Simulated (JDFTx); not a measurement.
KZnF3:

```xyz
5
Lattice="4.0500 0.0000 0.0000 0.0000 4.0500 0.0000 0.0000 0.0000 4.0500" Properties=species:S:1:pos:R:3 pbc="T T T"
Zn    2.0250    2.0250    2.0250
K     0.0000    0.0000    0.0000
F     2.0250    0.0000    2.0250
F     0.0000    2.0250    2.0250
F     2.0250    2.0250    0.0000
```

| Item | Value |
| --- | --- |
| Program | JDFTx 1.7.0 (patched build) |
| Task | single point |
| Functional | PBEsol |
| Potentials or basis | PseudoDojo-SR-PBEsol-0.4.1-standard with smoothed tails |
| Cutoff | 1143 eV |
| Density cutoff | 9143 eV |
| k mesh | 7 × 7 × 7 |
| Occupations | fermi-dirac, width 0.05 eV |
| Spin | no spin polarisation |

On this cell: pressure -0.2 GPa; largest force zero by symmetry; band gap on the k mesh 3.95 eV, indirect (least direct gap 5.56 eV).

The same run follows on a disturbed copy (atoms moved at random, drawn with an rms of 0.05 Å):

```
CELL_PARAMETERS angstrom
4.05000 0.00000 0.00000
0.00000 4.05000 0.00000
0.00000 0.00000 4.05000
ATOMIC_POSITIONS crystal
Zn 0.49233 0.50431 0.50399
K 0.00475 0.00919 0.99815
F 0.50853 0.99496 0.50841
F 0.99755 0.50391 0.50014
F 0.50134 0.51036 0.00343
```

**Question.** What does the disturbed cell give?

**Answer.** The energy moves by +3.1 meV/atom; pressure -0.2 GPa; largest force 0.434 eV/Å; band gap on the k mesh 3.94 eV, indirect (least direct gap 5.55 eV).

Forces on the atoms (eV/Å):
```
Zn   0.187 -0.204 -0.037
K   -0.056 -0.037  0.037
F   -0.084  0.425 -0.036
F   -0.006 -0.073  0.014
F   -0.041 -0.112  0.021
```

Stress tensor (GPa, compression positive):
```
-0.18  0.04  0.00
 0.04 -0.08 -0.01
 0.00 -0.01 -0.20
```

Caveats: an odd mesh through Γ misses points on the zone boundary, where band edges often lie.
